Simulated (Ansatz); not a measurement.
Gas-phase electronic energies from Ansatz, PBE0-D4/def2-TZVP geometries. CBS: MP2 limit from def2 TZ/QZ plus the TZ coupled-cluster correction, frozen cores. This one scheme is used for every species. Functionals use def2-TZVPP. B3LYP here is the variant with VWN-RPA as its local correlation; programs differ in this. def2 core potentials past Kr. For Br, Sn outer-core shells are correlated without core-valence functions, which leaves a few kJ/mol of doubt a bond. Scalar relativity is left out up to krypton. One conformer a species, not always the lowest.

`FCC(F)(F)F` + `[Br][SnH3]` → `F[CH2][SnH2][Br]` + `FC(F)F`  (formal exchange of groups at a C–C bond)

```tsv
level	ΔE (kcal/mol)
r2SCANh-D4	3.6
B2PLYP	1.9
B3LYP	1.8
r2SCANh	3.7
r2SCAN0	4.1
MP2/def2-SVP	6.2
SCS-MP2/def2-TZVPP	1.7
CCSD/CBS(def2)	1.9
```

Problem. What does CCSD(T)/CBS give? (Best estimate.)

Solution. Computed: +1.5 kcal/mol. The listed levels differ from it by 2.1, 0.4, 0.3, 2.2, 2.6, 4.7, 0.2, 0.4 kcal/mol.

Largest T1 diagnostic among the species: 0.012.

From r2SCAN to r2SCAN0 (25 % exact exchange), in def2-TZVPP and without D4, ΔE moves by +0.7 kcal/mol. At CCSD(T), def2-SVP lies +5.6 kcal/mol from the extrapolated value and def2-TZVPP +1.0 kcal/mol. In def2-TZVPP, CCSD(T) changes the Hartree–Fock value by −3.1 kcal/mol (the triples alone add −0.4 kcal/mol) and MP2 by −4.4 kcal/mol.

CCSD(T)/CBS has its own doubt, a few kJ/mol and more with outer-core shells, so smaller differences from it don't rank the levels.
